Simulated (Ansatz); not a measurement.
PbS, DFT, LDA, all-electron LAPW, scalar-relativistic (Ansatz 0.2.0), run on 1 thread of Intel(R) Xeon(R) 6975P-C (Granite Rapids) on a shared host.

The cell comes from COD entry 9000001, which wasn't checked; take it as a given geometry. The listed cell was then made from it by scaling, straining or moving an atom.

Command: `ansatz run input.yaml --threads 1 --pin off --max-ram 3072MiB --backend cpu --events-out ev --progress --plain --runs-dir out`

```yaml
crystal:
  lattice:
    - [0.02965, 2.979825, 2.979825]
    - [2.979825, 0.02965, 2.979825]
    - [2.979825, 2.979825, 0.02965]
  atoms:
    - { symbol: Pb, position: [0.0, 0.0, 0.0] }
    - { symbol: S, position: [0.5, 0.5, 0.5] }
kpoints:
  mp_grid: { grid: [8, 8, 8] }
  band_path:
    path:
      - [0.0, 0.0, 0.0]
      - [0.5, 0.5, 0.5]
      - [0.247543133, 0.5, 0.752456867]
      - [-0.247543133, 0.247543133, 0.5]
      - [0.0, 0.0, 0.5]
      - [0.0, 0.0, 0.0]
      - [-0.3737715665, 0.0, 0.3737715665]
      - [0.0, 0.3737715665, 0.6262284335]
      - [0.0, 0.5, 0.5]
    npoints: 5
scf:
  occupations: { method: fermi_dirac, width: 0.01 }
hamiltonian:
  xc: lda
  pseudopotentials: { kind: all_electron, lapw: { basis_error: 0.0005 } }
output:
  forces: true
  stress: true
  eigenvalues: true
```

Question: How large is the problem that the program sets up?

Answer: 65 irreducible k-points, 331 plane waves at Γ, 30 bands.

Question: Estimate the wall time and the peak memory.

Answer: 13 s of wall time for 7 SCF iterations, with a peak of 0.42 GiB. Times on shared machines scatter by tens of per cent.
